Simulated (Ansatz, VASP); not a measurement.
C: VASP beside Ansatz

```xyz
2
Lattice="0.0000 1.7805 1.7805 1.7805 0.0000 1.7805 1.7805 1.7805 0.0000" Properties=species:S:1:pos:R:3 pbc="T T T"
C     0.0000    0.0000    0.0000
C     0.8902    0.8902    0.8902
```

Alike in both runs: functional PBE; k mesh 10 × 10 × 10; occupations fermi-dirac, width 0.05 eV; no spin polarisation.

Ansatz relaxed the structure, and its values are those at the end. VASP's run is a single point on that final structure, the one shown.

|  | VASP | Ansatz |
| --- | --- | --- |
| version | VASP 6.6.1 | Ansatz 0.2.0 |
| potentials or method | VASP PAW PBE potentials, release 64 (C) | plane waves, PAW |
| plane-wave cutoff (eV) | 520 | 450 |
| valence electrons in the cell | 8 | 8 |

VASP gave:

* pressure (GPa): 4.6

Q: Which values does Ansatz return?

A: Pressure (GPa): 4.0.
